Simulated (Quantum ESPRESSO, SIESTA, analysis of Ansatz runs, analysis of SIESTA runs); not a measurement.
# Ga_i (4-fold void) in GaN (F-43m): levels and formation energies (SIESTA), part 3 of 3

Question: at which Fermi levels does Ga_i (4-fold void) in GaN (F-43m) change its charge? Model: a cell of 54 host atoms with 1 Ga put in.

SIESTA 5.4.2; SIESTA numerical-orbital DFT, PBEsol, DZP basis, PseudoDojo 0.4.1 potentials converted to PSML; charged supercells in a uniform background, point-charge correction with alignment at far sites.

So far. Step 2 (Band edges): The gap at this level is 1.65 eV.

## Step 3: Relaxing each charge state (continued)

Level of this step: SIESTA numerical-orbital DFT, PBEsol, DZP basis, PseudoDojo 0.4.1 potentials converted to PSML; relaxation of all atoms of a defect supercell at fixed charge in a uniform background (SIESTA).

Valence density in the ac plane at fractional y = 0.833, through the centre, with atoms of Ga within 0.45 Å of it. It is the smooth field of the valence electrons, not physical close to the nuclei.

Ten steps, logarithmic in the rise over the least value, from '_' (0.04 × 1e0 e/Å³) to '@' (9.72 × 1e0 e/Å³), each cell a mean:
```
::--------::..__....::----::........::::----::....__..
..::==++==--....____............................____..
..--**@@@@##--::....____________......______________..
::--**@@%%@@##--::::..__________..::::..__________..::
----==##@@@@%%==------::..______..------::..______..::
==++====**%%##======++==::..____..--==++==::..____..--
==++++==----------==++++==::..__..--==++++==::..__..::
--======--::....::--======::......::--==++==::......::
::::----::..........::----::........::::----::........
............______....................................
..______________....____________......____________....
::....________....::..__________..::::....________..::
----::..______..::----::..______..------::..______..--
==++==::..____..--==++==::..____..--==++==::..____..--
==++++==::..__..--==++++==::..__..--==++++==::..__..::
--==++==--......::--==++==--......::--==++==::......::
::::----::........::::----::........::::----::........
......................................................
..____________......____________......____________....
::..__________..::::....________..::::..__________..::
----::..______..------::..______::------::..______..::
==++==::..____..--==++==--..____::--++++==::..____..--
==++++==::..__..::==++++==::..__..--==++++==::..__..::
--==++==--..__..::--==++==--......::--======::..__....
```
Columns run along a (9.6 Å), rows up along c (9.6 Å). Atoms in or near the plane, at fractional coordinates: Ga at (0.17, 0.83).

The states that were run, at 2×2×2 shifted by half a step, on 1 MPI rank of Arm Neoverse V2, shared host:

```tsv
charge	moment (μB)	outcome	structures computed	largest displacement of a host atom from its site (Å)	lowest empty less highest filled level (eV)	time
+1	0	converged	8	0.21	0.27	66 min
+3	0	converged	8	0.25	2.18	63 min
+2	1	converged	8	0.24	-0.78	1.9 h
0	1	converged	8	0.19	-0.29	2 h
```

At charge +2 and 0 filled and empty levels, counted over both spins and all k-points, touch or overlap: the last carrier shares a level or a band, or the held moment keeps an electron of one spin above an empty level of the other.

Against the host's sites the lattice moves most at charge +3 (0.25 Å); the smallest move among the states is 0.19 Å.

## Step 4: Corrections and levels

A charged cell interacts with its images and the background. The point-charge term, screened by the static dielectric constant, takes that out, and the potential far from the defect is aligned with the host's. Chemical potentials: Ga (alpha-Ga (Cmce)) and N (N2 molecule), run alike.

By state, in eV; the first energy still holds the atoms taken out or put in:

```tsv
charge	moment (μB)	energy over the host, electrons at the valence top	point-charge term	potential shift at far sites	its spread	correction
0	1	-2067.57	0.000	-	-	0.000
+1	0	-2070.70	0.226	-0.116	0.028	0.110
+2	1	-2073.36	0.903	-0.150	0.034	0.603
+3	0	-2076.00	2.033	-0.199	0.047	1.435
```

Potentials at atomic sites for charge +1, some of the atoms; distances and the model charge refer to the site on which the defect was built:

```tsv
atom	distance from that site (Å)	potential less the host's (eV)	point-charge model (eV)
N6	2.007	-0.346	-0.233
Ga5	2.463	-0.480	-0.118
N50	3.794	-0.336	0.036
N30	3.800	-0.329	0.036
N2	3.805	-0.336	0.036
Ga21	3.935	-0.004	0.042
N16	4.927	-0.087	0.063
N54	4.934	-0.085	0.063
Ga27	5.060	-0.042	0.071
Ga39	5.062	-0.042	0.072
N40	5.878	-0.028	0.093
```

Over the charge states the far sites scatter by a standard deviation of up to 0.05 eV about the model once its mean shift is taken off, which is the uncertainty of the alignment.

Limit set by the element alone; other compounds of these elements are not counted. Chemical potentials from the elements' reference states: Ga 0.00 eV, N -1.56 eV. Formation energies (Ga-rich), with the Fermi level at the valence top and at the conduction bottom (gap 1.65 eV):

```tsv
charge	at valence top (eV)	at conduction bottom (eV)	correction included (eV)
+3	2.54	7.49	1.43
+2	4.35	7.65	0.60
+1	6.51	8.16	0.11
0	9.54	9.54	0.00
```

| Fermi level (eV) | lowest formation energy (eV) |
| --- | --- |
| 0.00 | 2.54 |
| 0.15 | 2.99 |
| 0.30 | 3.44 |
| 0.45 | 3.89 |
| 0.60 | 4.34 |
| 0.75 | 4.79 |
| 0.90 | 5.25 |
| 1.05 | 5.70 |
| 1.20 | 6.15 |
| 1.35 | 6.59 |
| 1.50 | 7.04 |
| 1.65 | 7.49 |

Limit set by the element alone; other compounds of these elements are not counted. Chemical potentials from the elements' reference states: N 0.00 eV, Ga -1.56 eV. Formation energies (N-rich), with the Fermi level at the valence top and at the conduction bottom (gap 1.65 eV):

```tsv
charge	at valence top (eV)	at conduction bottom (eV)	correction included (eV)
+3	4.10	9.06	1.43
+2	5.91	9.21	0.60
+1	8.08	9.73	0.11
0	11.10	11.10	0.00
```

| Fermi level (eV) | lowest formation energy (eV) |
| --- | --- |
| 0.00 | 4.10 |
| 0.15 | 4.55 |
| 0.30 | 5.00 |
| 0.45 | 5.45 |
| 0.60 | 5.90 |
| 0.75 | 6.35 |
| 0.90 | 6.81 |
| 1.05 | 7.26 |
| 1.20 | 7.71 |
| 1.35 | 8.16 |
| 1.50 | 8.61 |
| 1.65 | 9.06 |

So at this level: (+3/+2) at 1.81 eV (2.64 without the correction), (+2/+1) at 2.16 eV (2.66 without the correction) and (+1/0) at 3.03 eV (3.14 without the correction), in a gap of 1.65 eV. (+3/+2), (+2/+1) and (+1/0) lie outside the gap, so the charge beyond is not the lowest at any Fermi level in the gap, within the error of the correction.

Charge transition levels, in eV, zero at the valence-band top of the host:

```tsv
	conduction bottom	valence top
Ga_i (4-fold void)	1.65	0.00
```

```tsv
	level	energy (eV)
Ga_i (4-fold void)	(+3/+2)	1.81
```

## Step 5: Summary of results

- gap of the host (SIESTA, PBEsol): 1.65 eV

In words: At the level trusted most (SIESTA, PBEsol, DZP, 2×2×2) no transition falls inside the gap of 1.65 eV: charge +3 is lowest across it. Of the charges placed (0, +1, +2 and +3), +3 is the lowest from 0.02 eV above the valence top to 0.02 eV below the conduction bottom, a gap of 1.65 eV. (+3/+2), (+2/+1) and (+1/0) reach a band edge before or after the correction; the carrier may then sit in a band, where the point-charge correction doesn't apply and the value depends on how these k-points fill the band, which is not corrected here. Only the charges 0, +1, +2 and +3 were placed; others may be stable too. Limits: PBEsol makes the gap too small and tends to spread out bound carriers; where a gas molecule sets a chemical potential or the host's formation energy, its binding is uncorrected.

[Logs are printed without paths, hosts, clocks, repeated set-up lines and the standing remarks that a program may print on its own settings, such as how far it seeks lower states.]

[Hosts, paths, dates, database ids (printed as entryN), source tags and the programs' standing remarks are cut or masked in the printed files.]

[For some hosts the program warned that the k-mesh of the response run may be too coarse for force constants and the static dielectric constant; such warnings are not shown here.]

[Charge tables in the logs are Mulliken or Hirshfeld populations, whose sizes and signs can differ; where basis functions stand at a vacancy, SIESTA counts their charge against the missing atom's valence.]

[In relaxation paths of CP2K, step 0 can be the structure after the first move, since the trajectory file begins there, and the last row can be the final structure solved once more.]
